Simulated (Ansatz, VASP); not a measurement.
## Two plane-wave programs on InSe

```
CELL_PARAMETERS angstrom
3.35732 0.00000 0.00000
0.00000 3.35732 0.00000
0.00000 0.00000 4.21812
ATOMIC_POSITIONS crystal
In 0.50000 0.50000 0.50000
Se 0.00000 0.00000 0.00000
```

Change from the starting cell: species swapped into the CuAu type (P4/mmm, No. 123).

Alike in both runs: task single point; functional PBE; k mesh 6 × 6 × 4; occupations gaussian, width 0.1 eV; no spin polarisation.

```csv
,VASP,Ansatz
version,VASP 6.6.1,Ansatz 0.2.0
potentials or method,"VASP PAW PBE potentials, release 64 (In_d, Se)","scalar-relativistic, plane waves, PAW"
plane-wave cutoff (eV),520,420
valence electrons in the cell,19,29
```

```tsv
	VASP	Ansatz	Ansatz less VASP
gap on the k mesh at the Fermi level (eV)	none	none	-
pressure (GPa)	2.5	2.5	0.00
largest component of the traceless stress (GPa)	5.12	5.14	+0.014
```

A gap of «none» marks a metal or a gap that the smearing closes. The two sets of potentials don't hold the same shells in valence.

Caveats: the k mesh is coarse (spacing up to 0.37 Å⁻¹), so the values aren't converged.
